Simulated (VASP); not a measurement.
## AlCu under changes of volume

One of the cells (12.952 Å³/atom); the others are scaled copies at fixed shape and fractional positions:

```xyz
2
Lattice="2.9588 0.0000 0.0000 0.0000 2.9588 0.0000 0.0000 0.0000 2.9588" Properties=species:S:1:pos:R:3 pbc="T T T"
Cu    1.4794    1.4794    1.4794
Al    0.0000    0.0000    0.0000
```

The cell comes from a database or a generator and needn't be the stable form of this composition.

* Program: VASP 6.6.1
* Functional: r2SCAN
* Potentials or basis: VASP PAW PBE potentials, release 64 (Cu, Al)
* Cutoff: 520 eV
* k mesh: 8 × 8 × 8
* Occupations: fermi-dirac, width 0.05 eV
* Spin: no spin polarisation

```csv
volume (Å³/atom),energy over the lowest point (meV/atom),pressure (GPa)
12.434,?,?
12.693,2.44,2.8
12.952,0.00,0.1
13.211,1.88,-2.4
13.470,7.70,-4.8
```

Problem. What does the run at 12.434 Å³/atom give?

Solution. Energy over the lowest point 9.58 meV/atom; pressure 5.9 GPa.

Worked out: A Birch-Murnaghan fit of order 2 (a polynomial in V^(-2/3)) to the other rows has its minimum at 12.96 Å³/atom with B0 = V·E''(V) = 133 GPa. It gives 9.68 meV/atom at 12.434 Å³/atom, against the run's 9.58, and -dE/dV = 6.1 GPa, against 5.9.

Energies are extrapolated to zero smearing.

Caveats: the PAW data sets were made with another functional, which shifts forces and pressure a little.
